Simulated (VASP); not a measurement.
Mo, 1 atom in the cell. The structure is cubic, space group Im-3m (No. 229). Conventional cell: a = 3.150 Å, b = 3.150 Å, c = 3.150 Å, α = 90.00°, β = 90.00°, γ = 90.00°. Around Mo (site symmetry m-3m) lie 8 Mo at 2.73 Å. 

* Program: VASP 6.6.1
* Task: relaxation of cell and atoms
* Functional: PBE
* Potentials or basis: VASP PAW PBE potentials, release 64 (Mo)
* Cutoff: 300 eV
* k mesh: 8 × 8 × 8
* Occupations: methfessel-paxton, width 0.1 eV
* Spin: no spin polarisation
* Further INCAR settings: ALGO = Normal; EDIFF = 1e-07; IBRION = 2; EDIFFG = -0.005; NSW = 90; ISIF = 3

Potentials or basis: VASP PAW PBE potentials, release 64 (Mo).

Launch:

```sh
$ cat potpaw_PBE.64/Mo/POTCAR > POTCAR
$ mpirun -np 1 vasp_std > vasp.out
```

Hardware: 1 thread of Intel(R) Xeon(R) Platinum 8488C (Sapphire Rapids), on a shared host.

Problem. How long does it take, and how much memory?

Solution. It took 3.8 s on 1 thread of Intel(R) Xeon(R) Platinum 8488C (Sapphire Rapids), on a shared host, peak memory 0.11 GiB. Counts: scf iterations 14, k points 29, ion steps 1.
